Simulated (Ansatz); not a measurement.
# Point defect: N vacancy in N

The calculation used DFT PBE+D3(BJ), scalar-relativistic, plane waves, PAW in Ansatz. Settings: 420 eV cutoff, 2×2×2 k-mesh, shifted by half a step, Gaussian smearing of 0.01 eV, collinear spin.

Host crystal, relaxed:

```
CELL_PARAMETERS angstrom
4.09432 0.00000 0.00000
0.00000 4.09432 0.00000
0.00000 0.00000 5.32496
ATOMIC_POSITIONS crystal
N 0.90487 0.90487 0.00000
N 0.59513 0.40487 0.50000
N 0.09513 0.09513 0.00000
N 0.40487 0.59513 0.50000
```

Supercell of 32 atoms, rows in host cell vectors: 0 -2 1; 0 2 1; -2 0 -1. Atoms relax at the host's cell, keeping the symmetry that the supercell leaves at the site. The cell is small, so energies carry finite-size errors of tenths of an eV. The host's Kohn–Sham gap is 6.98 eV. Atoms are taken from and returned to the elements' standard states. Charged cells are corrected for image charges with the computed static dielectric tensor (mean 1.6) and aligned with the host's potential at far atoms (alignment terms reach 1.94 eV; the program doubts the alignment in some charges, where it is up to 1.94 eV). No band-filling term is added, and the Fermi level counts from the host's valence band top.

Defect: N vacancy set at (0.905, 0.905, 0.000) of the host cell. In charge -2 some atom moved by up to 0.5 Å, so the relaxed defect can differ in kind from the start. Before relaxation its nearest neighbours are 1 N at 1.10 Å.

```tsv
charge	E_f at the valence band top (eV)	over the neutral state (eV)	moment (μB)	largest move (Å)	atoms near the site
0	5.37	0.00	3.00	0.00	1 N at 1.10 Å
-1	13.02	7.65	2.00	0.48	1 N at 1.56 Å
-2	22.71	17.34	2.50	0.53	1 N at 1.61 Å
```

Among the charges computed the stable one is 0 at the valence band top and stays so across the gap. In charge -1, -2 the extra carrier would gain by moving to a band edge of the host, so it isn't bound in the gap. In charge -2 the cell has partly filled bands: a level of the defect may be part filled, the carrier may sit in the host's bands, or levels may cross between the k points, so transitions that involve it are doubtful. Fractional moments come from partly filled bands of the small cell.